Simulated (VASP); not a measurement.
# BN (Qingsongite) in VASP: a series of runs, part 2 of 2

VASP 6.6.1.

## 4. Single point, r2SCAN (strain +5.2%)

Input file POSCAR:

```
BN
1.0
    0.0000000000      1.8984949486      1.8984949486
    1.8984949486      0.0000000000      1.8984949486
    1.8984949486      1.8984949486      0.0000000000
B N
1 1
Direct
    0.0000000000      0.0000000000      0.0000000000
    0.2500000000      0.2500000000      0.2500000000
```

Input file INCAR.step1:

```
SYSTEM = BN
PREC = Accurate
ENCUT = 520
ISMEAR = 0
SIGMA = 0.01
LREAL = .FALSE.
LASPH = .TRUE.
NELM = 80
NBANDS = 11
GGA = PE
ALGO = Normal
EDIFF = 1E-4
LWAVE = .TRUE.
LCHARG = .FALSE.
```

Input file INCAR.step2:

```
SYSTEM = BN
PREC = Accurate
ENCUT = 520
EDIFF = 1E-6
ISMEAR = 0
SIGMA = 0.01
LREAL = .FALSE.
LASPH = .TRUE.
NELM = 80
ALGO = Normal
ISIF = 2
LWAVE = .FALSE.
LCHARG = .FALSE.
METAGGA = R2SCAN
LMIXTAU = .TRUE.
NBANDS = 11
ISTART = 1
```

Input file KPOINTS:

```
regular mesh
0
G
  12 12 12
  0 0 0
```

Potentials or basis: VASP PAW PBE potentials, release 64 (B, N).

Launch:

```bash
$ cat potpaw_PBE.64/B/POTCAR potpaw_PBE.64/N/POTCAR > POTCAR
$ cp INCAR.step1 INCAR
$ mpirun -np 1 vasp_std > vasp.out
$ cp INCAR.step2 INCAR
$ mpirun -np 1 vasp_std > vasp.out
```

OUTCAR:

```text
SYSTEM = BN
   PREC = Accurate
   ENCUT = 520
   EDIFF = 1E-6
   ISMEAR = 0
   LREAL = .FALSE.
   LASPH = .TRUE.
   NELM = 80
   ISIF = 2
   METAGGA = R2SCAN
   ISTART = 1

 ion  position               nearest neighbor table
   1  0.000  0.000  0.000-   2 1.64   2 1.64   2 1.64   2 1.64
   2  0.250  0.250  0.250-   1 1.64   1 1.64   1 1.64   1 1.64

  LATTYP: Found a face centered cubic cell.
 ALAT       =     3.7969898972

  Lattice vectors:

 A1 = (   0.0000000000,   1.8984949486,   1.8984949486)
 A2 = (   1.8984949486,   0.0000000000,   1.8984949486)
 A3 = (   1.8984949486,   1.8984949486,   0.0000000000)

Analysis of symmetry for initial positions (statically):
=====================================================================
 Subroutine PRICEL returns:
 Original cell was already a primitive cell.

 Routine SETGRP: Setting up the symmetry group for a
 face centered cubic supercell.

 Subroutine GETGRP returns: Found 24 space group operations
 (whereof 24 operations were pure point group operations)
 out of a pool of 48 trial point group operations.

The static configuration has the point symmetry T_d .

Analysis of symmetry for dynamics (positions and initial velocities):
=====================================================================
 Subroutine PRICEL returns:
 Original cell was already a primitive cell.

 Routine SETGRP: Setting up the symmetry group for a
 face centered cubic supercell.

 Subroutine GETGRP returns: Found 24 space group operations
 (whereof 24 operations were pure point group operations)
 out of a pool of 48 trial point group operations.

The dynamic configuration has the point symmetry T_d .

 Subroutine INISYM returns: Found 24 space group operations
 (whereof 24 operations are pure point group operations),
 and found     1 'primitive' translations

----------------------------------------------------------------------------------------

                                     Primitive cell

  volume of cell :      13.6854

  direct lattice vectors                    reciprocal lattice vectors
     0.000000000  1.898494949  1.898494949    -0.263366516  0.263366516  0.263366516
     1.898494949  0.000000000  1.898494949     0.263366516 -0.263366516  0.263366516
     1.898494949  1.898494949  0.000000000     0.263366516  0.263366516 -0.263366516

  length of vectors
     2.684877304  2.684877304  2.684877304     0.456164186  0.456164186  0.456164186

  position of ions in fractional coordinates (direct lattice)
     0.000000000  0.000000000  0.000000000
     0.250000000  0.250000000  0.250000000

  ion indices of the primitive-cell ions
   primitive index   ion index
                 1           1
                 2           2

----------------------------------------------------------------------------------------

 KPOINTS: regular mesh

Automatic generation of k-mesh.
 Grid dimensions read from file:
 generate k-points for:   12   12   12

 Generating k-lattice:

  Cartesian coordinates                     Fractional coordinates (reciprocal lattice)
    -0.021947210  0.021947210  0.021947210     0.083333333  0.000000000  0.000000000
     0.021947210 -0.021947210  0.021947210     0.000000000  0.083333333  0.000000000
     0.021947210  0.021947210 -0.021947210     0.000000000  0.000000000  0.083333333

  Length of vectors
     0.038013682  0.038013682  0.038013682

  Shift w.r.t. Gamma in fractional coordinates (k-lattice)
     0.000000000  0.000000000  0.000000000

 Subroutine IBZKPT returns following result:
 ===========================================

 Found     72 irreducible k-points:

 Following reciprocal coordinates:
            Coordinates               Weight
  0.000000  0.000000  0.000000      1.000000
  0.083333  0.000000  0.000000      8.000000
  0.166667  0.000000  0.000000      8.000000
  0.250000  0.000000  0.000000      8.000000
  0.333333  0.000000  0.000000      8.000000
  0.416667  0.000000  0.000000      8.000000
[... 16 lines left out ...]
  0.500000  0.166667  0.000000     24.000000
 -0.416667  0.166667  0.000000     24.000000
 [... further k-points ...]
   k-points           NKPTS =     72   k-points in BZ     NKDIM =     72   number of bands    NBANDS=     11
   number of dos      NEDOS =    301   number of ions     NIONS =      2
   total plane-waves  NPLWV =   8000
   dimension x,y,z NGX =    20 NGY =   20 NGZ =   20
   dimension x,y,z NGXF=    40 NGYF=   40 NGZF=   40
   ions per type =               1   1
   NGX,Y,Z   is equivalent  to a cutoff of  12.38, 12.38, 12.38 a.u.
   NGXF,Y,Z  is equivalent  to a cutoff of  24.77, 24.77, 24.77 a.u.
 SYSTEM =  BN
   PREC   = accura    normal or accurate (medium, high low for compatibility)
   ISTART =      1    job   : 0-new  1-cont  2-samecut
   ICHARG =      0    charge: 1-file 2-atom 10-const
   ISPIN  =      1    spin polarized calculation?
   LNONCOLLINEAR =      F non collinear calculations
   LSORBIT =      F    spin-orbit coupling
   LASPH  =      T    aspherical Exc in radial PAW
   ENCUT  =  520.0 eV  38.22 Ry    6.18 a.u.   4.99  4.99  4.99*2*pi/ulx,y,z
   NELM   =     80;   NELMIN=  2; NELMDL=  0     # of ELM steps
   EDIFF  = 0.1E-05   stopping-criterion for ELM
   LREAL  =      F    real-space projection
   EDIFFG = 0.1E-04   stopping-criterion for IOM
   NSW    =      0    number of steps for IOM
   IBRION =     -1    ionic relax: 0-MD 1-quasi-New 2-CG
   NFREE  =      0    steps in history (QN), initial steepest desc. (CG)
   ISIF   =      2    stress and relaxation
   ISYM   =      2    0-nonsym 1-usesym 2-fastsym
   POTIM  = 0.5000    time-step for ionic-motion
   TEBEG  =    0.0;   TEEND  =   0.0 temperature during run
   PSTRESS=    0.0 pullay stress
   NELECT =       8.0000    total number of electrons
   NUPDOWN=      -1.0000    fix difference up-down
   EMIN   =  10.00;   EMAX   =-10.00  energy-range for DOS
   EFERMI =   0.00;   METHOD = LEGACY
   ISMEAR =     0;   SIGMA  =   0.01  broadening in eV -4-tet -1-fermi 0-gaus
   EFERMI_NEDOS =   21; number of points for ismear=-14 and -15
   IALGO  =     38    algorithm
   IMIX   =      4    mixing-type and parameters
     AMIX     =   0.40;   BMIX     =  1.00
     AMIX_MAG =   1.60;   BMIX_MAG =  1.00
  volume/ion in A,a.u.               =       6.84        46.18
  Fermi-wavevector in a.u.,A,eV,Ry     =   1.368838  2.586729 25.493473  1.873717
  Thomas-Fermi vector in A             =   2.494767
   LORBIT       =      0    0 simple, 1 ext, 2 COOP (PROOUT), +10 PAW based schemes
   METAGGA = R2SCAN    functional components
   LHFCALC =     F    Hartree Fock is set to
   AEXX    =    0.0000 exact exchange contribution
   IVDW    =     0    specifies the selected vdW correction
   LEPSILON=     F    determine dielectric tensor
   LRPA    =     F    only Hartree local field effects (RPA)
 non-spin polarized calculation
 Gauss-broadening in eV      SIGMA  =   0.01
  energy-cutoff  :      520.00
  volume of cell :       13.69
 maximum number of plane-waves:       380
   NGX =  9   NGY =  9   NGZ =  9

 number of electron       7.9999999 magnetization

 Free energy of the ion-electron system (eV)
  ---------------------------------------------------
  ext. energy  EPLUGINS =         0.00000000
  ---------------------------------------------------
  free energy    TOTEN  =       -18.88207898 eV

  energy without entropy =      -18.88207898  energy(sigma->0) =      -18.88207898

 E-fermi :   5.7374     XC(G=0): -12.8831

 val. band max:        5.5355038734   @ k =   0.0000   0.0000   0.0000
 cond. band min:      10.3119763233   @ k =   0.5000   0.5000   0.0000
 fundamental gap:      4.7764724499
 Fermi energy:         5.7373949220

 k-point     1 :       0.0000    0.0000    0.0000
  band No.  band energies     occupation
      1     -14.1457      2.00000
      2       5.5355      2.00000
      3       5.5355      2.00000
      4       5.5355      2.00000
      5      14.1726      0.00000
      6      14.3405      0.00000
      7      14.3405      0.00000
      8      14.3405      0.00000
      9      28.8816      0.00000
     10      32.5256      0.00000
     11      32.5256      0.00000
[... 309 lines left out ...]
 k-point    24 :      -0.4167    0.1667    0.0000
  band No.  band energies     occupation
      1     -10.2035      2.00000
      2      -3.6275      2.00000
      3       1.7175      2.00000
      4       3.2367      2.00000
      5      14.6506      0.00000
      6      16.7883      0.00000
      7      17.5171      0.00000
      8      20.4198      0.00000
      9      26.0706      0.00000
     10      30.2879      0.00000
     11      30.8605      0.00000

 [... further k-points ...]
[... 5 lines left out ...]
  --------------------------------------------------------------------------------------
  -------------------------------------------------------------------------------------
  Total       -3.7874596     -3.7874596     -3.7874596      0.0000000     -0.0000000     -0.0000000
  in kB     -443.4046661   -443.4046661   -443.4046661      0.0000000     -0.0000000     -0.0000000
  external PRESSURE =    -443.4046661 kB  Pullay stress =       0.0000000 kB

 VOLUME and BASIS-vectors are now :
 -----------------------------------------------------------------------------
  energy-cutoff  :      520.00
  volume of cell :       13.69
      direct lattice vectors                 reciprocal lattice vectors
     0.000000000  1.898494949  1.898494949    -0.263366516  0.263366516  0.263366516
     1.898494949  0.000000000  1.898494949     0.263366516 -0.263366516  0.263366516
     1.898494949  1.898494949  0.000000000     0.263366516  0.263366516 -0.263366516

 POSITION                                       TOTAL-FORCE (eV/Angst)
 -----------------------------------------------------------------------------------
      0.00000      0.00000      0.00000         0.000000      0.000000      0.000000
      0.94925      0.94925      0.94925        -0.000000     -0.000000     -0.000000
 -----------------------------------------------------------------------------------
    total drift:                               -0.000000     -0.000000     -0.000000

  FREE ENERGIE OF THE ION-ELECTRON SYSTEM (eV)
  ---------------------------------------------------
  free  energy   TOTEN  =       -18.8820789792 eV

  energy  without entropy=      -18.8820789792  energy(sigma->0) =      -18.88207898
```

OUTCAR.step1:

```text
SYSTEM = BN
   PREC = Accurate
   ENCUT = 520
   ISMEAR = 0
   LREAL = .FALSE.
   LASPH = .TRUE.
[... 557 lines left out ...]
      0.00000      0.00000      0.00000         0.000000     -0.000000     -0.000000
      0.94925      0.94925      0.94925        -0.000000      0.000000      0.000000
 -----------------------------------------------------------------------------------
    total drift:                               -0.000000     -0.000000     -0.000000

  FREE ENERGIE OF THE ION-ELECTRON SYSTEM (eV)
  ---------------------------------------------------
  free  energy   TOTEN  =       -17.2068479109 eV

  energy  without entropy=      -17.2068479109  energy(sigma->0) =      -17.20684791
```

OSZICAR.step1:

```text
N       E                     dE             d eps       ncg     rms          rms(c)
DAV:   1     0.117923579574E+02    0.11792E+02   -0.49443E+03  1624   0.717E+02
DAV:   2    -0.173844609676E+02   -0.29177E+02   -0.27992E+02  1942   0.158E+02
DAV:   3    -0.179776194528E+02   -0.59316E+00   -0.59214E+00  1896   0.201E+01
DAV:   4    -0.179784549557E+02   -0.83550E-03   -0.83549E-03  1692   0.856E-01
DAV:   5    -0.179784559815E+02   -0.10258E-05   -0.10258E-05  1742   0.291E-02    0.597E+00
DAV:   6    -0.172497941870E+02    0.72866E+00   -0.32561E+00  1665   0.962E+00    0.281E+00
DAV:   7    -0.172160348376E+02    0.33759E-01   -0.63019E-02  1713   0.221E+00    0.174E+00
DAV:   8    -0.172067181758E+02    0.93167E-02   -0.28677E-02  1730   0.120E+00    0.133E-01
DAV:   9    -0.172067319891E+02   -0.13813E-04   -0.13672E-03  1686   0.249E-01    0.695E-02
DAV:  10    -0.172068407283E+02   -0.10874E-03   -0.14324E-04  1669   0.102E-01    0.137E-02
DAV:  11    -0.172068479109E+02   -0.71826E-05   -0.12765E-05   801   0.290E-02
   1 F= -.17206848E+02 E0= -.17206848E+02  d E =-.461726E-41
```

Wall time 38 s (1 thread of Intel Xeon 8259CL, shared host); peak memory 0.13 GiB.

Results:

- Free energy: -18.8821 eV
- Pressure: -44.3 GPa
- Band gap on the k mesh: 4.78 eV, indirect (least direct gap 8.64 eV)

Caveat: the cell differs from its parent crystal (strain +5.2%); the PAW data sets were made with another functional, which shifts forces and pressure a little. A k mesh can miss the band edges.

## 5. Single point, PBE (uniaxial x strain -2.0%)

Input file INCAR:

```
SYSTEM = BN
ALGO = Normal
EDIFF = 1E-6
ENCUT = 520
GGA = PE
ISIF = 2
ISMEAR = -1
LASPH = .True.
LCHARG = .True.
LELF = .True.
LREAL = .False.
LVHAR = .True.
LWAVE = .False.
NBANDS = 11
NELM = 100
PREC = Accurate
SIGMA = 0.02
```

Input file KPOINTS:

```
k-points
0
Gamma
  12 12 12
  0 0 0
```

Input file POSCAR:

```
BN
1.0
    0.0000000000      1.8048245542      1.8048245542
    1.7678256509      0.0000000000      1.8048245542
    1.7678256509      1.8048245542      0.0000000000
B N
1 1
Direct
    0.0000000000      0.0000000000      0.0000000000
    0.2500000000      0.2500000000      0.2500000000
```

Launch:

```bash
$ cat potpaw_PBE.64/B/POTCAR potpaw_PBE.64/N/POTCAR > POTCAR
$ mpirun -np 1 vasp_std > vasp.out
```

Wall time 26 s (1 thread of Intel Xeon 8259CL, shared host); peak memory 0.13 GiB.

The run converged. Its results:

```
Free energy            : -17.4278 eV
Pressure               : 13.4 GPa
Band gap on the k mesh : 4.11 eV, indirect (least direct gap 8.71 eV)
```

Stress tensor (GPa, compression positive):
```
21.88  0.00  0.00
 0.00  9.23  0.00
 0.00  0.00  9.23
```

Levels at points of the mesh, in eV from the valence-band top:
```tsv
k point	band 1	band 2	band 3	band 4	band 5	band 6	band 7	band 8
(0.00, 0.00, 0.00)	-20.65	-0.20	-0.20	0.00	8.71	8.86	8.86	10.63
(0.50, 0.00, 0.00)	-16.31	-11.06	-2.28	-1.96	10.14	10.59	11.03	15.39
(0.50, 0.50, 0.00)	-14.99	-9.32	-5.07	-5.06	4.48	9.41	17.98	18.30
(0.00, 0.50, 0.50)	-14.75	-9.01	-5.35	-5.35	4.11	8.91	18.21	18.21
```

Caveat: the cell differs from its parent crystal (uniaxial x strain -2.0%). A k mesh can miss the band edges.

## 6. Overview

| level | cell | smearing | gap on the mesh (eV) | pressure (GPa) |
| --- | --- | --- | --- | --- |
| PBE | a = 2.685 Å, angles 60.0°, 2 atoms | fermi-dirac 0.02 eV | 4.29 | -40.0 |
| r2SCAN | a = 2.552 Å, angles 60.0°, 2 atoms | gaussian 0.01 eV | 4.98 | 1.1 |
| r2SCAN | a = 2.685 Å, angles 60.0°, 2 atoms | gaussian 0.01 eV | 4.78 | -44.3 |
| PBE | a = 2.552, b = 2.526, c = 2.526 Å, angles 60.7, 59.7, 59.7°, 2 atoms | fermi-dirac 0.02 eV | 4.11 | 13.4 |

Alike in all rows: task single point; potentials or basis VASP PAW PBE potentials, release 64 (B, N); no spin polarisation; k mesh 12 × 12 × 12; cutoff (eV) 520.

Caveats: the PAW data sets were made with another functional, which shifts forces and pressure a little (some runs).

Absolute energies hang on the potentials; compare differences alone.

## 7. How close it comes

Step 3. Measured gap of BN: 6.4 eV (indirect; 300 K; a printed reference work, monograph). This calculation gives 4.98 eV (-1.42 eV). The value is that of r2SCAN on a finite k mesh, which can miss the band edges, without temperature or zero-point motion.
